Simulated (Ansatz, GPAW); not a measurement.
Given: the input of a run of GPAW 26.7.0 (ASE script) on CoO. The cell is a database's computed one, not the measured one.

run.py

```python
from ase.dft.bandgap import bandgap
from ase.io import read, write
from ase.units import GPa
from gpaw import GPAW, PW

atoms = read('POSCAR')
atoms.set_initial_magnetic_moments([0.0, 2.0])

calc = GPAW(mode=PW(800),
            xc='LDA',
            kpts={'size': (11, 11, 11), 'gamma': True},
            occupations={'name': 'methfessel-paxton', 'order': 0, 'width': 0.05},
            nbands=17,
            convergence={'density': 1e-05, 'energy': 1e-05},
            maxiter=150,
            txt='gpaw.txt')
atoms.calc = calc
energy = atoms.get_potential_energy()
forces = atoms.get_forces()
stress = atoms.get_stress()
calc.write('gs.gpw')
write('result.traj', atoms)
print(f'Energy: {energy:.6f} eV')
print('Forces (eV/A):')
print(forces.round(4))
print('Stress (GPa):', (stress / GPa).round(3))
print('Moments:', calc.get_magnetic_moments().round(3))
print('Fermi level:', round(calc.get_fermi_level(), 4), 'eV')
print(f'Gap: {bandgap(calc)[0]:.4f} eV, direct: {bandgap(calc, direct=True)[0]:.4f} eV')
```

The input POSCAR:

```
CoO
1.0
    1.5054695450      0.8691832471      2.4399269067
   -1.5054695450      0.8691832471      2.4399269067
    0.0000000000     -1.7383664941      2.4399269067
O Co
1 1
Direct
    0.5000000000      0.5000000001      0.5000000000
    0.0000000000      0.0000000000      0.0000000000
```

Potentials or basis: the program's PAW data sets (release 1.2.1) made for this functional, pw.

Run with:

```sh
$ OMP_NUM_THREADS=1 python run.py
```

Question: Translate it to Ansatz 0.2.0. Potentials or basis there: all-electron LAPW, scalar-relativistic.

Answer: As run (cutoffs and basis follow the program's own potentials, and thresholds, step limits or extra output files can differ):

Contents of input.yaml:

```yaml
crystal:
  lattice:
    - [1.505469545, 0.8691832471, 2.4399269067]
    - [-1.505469545, 0.8691832471, 2.4399269067]
    - [0.0, -1.7383664941, 2.4399269067]
  atoms:
    - { symbol: O, position: [0.5, 0.5000000001, 0.5] }
    - { symbol: Co, position: [0.0, 0.0, 0.0], spin: 2.0 }
kpoints:
  mp_grid: { grid: [11, 11, 11] }
scf:
  occupations: { method: gaussian, width: 0.05 }
hamiltonian:
  xc: lda
  pseudopotentials: { kind: all_electron, lapw: { basis_error: 0.001 } }
magnetization:
  spin_polarized: true
output:
  forces: true
  stress: true
  eigenvalues: true
```

Potentials or basis: all-electron LAPW, scalar-relativistic.

Launch:

```sh
$ ansatz run input.yaml --threads 2 --pin off --max-ram 6144MiB --backend cpu --events-out ev --progress --plain --runs-dir out
```

Both were run:

|  | GPAW | Ansatz |
| --- | --- | --- |
| Pressure | -17.4 GPa | -18.2 GPa |
| Net moment | 2.84 μB per cell | 2.85 μB per cell |

Where Ansatz's input types no cutoff or centring, it takes its own default and a Γ-centred mesh.

The two programs' LDA may be different fits to the electron gas.

The magnetic state is the one that the start led to; the real crystal's order can differ.

The cell lies far from this level's equilibrium.

Pressure is positive in compression.
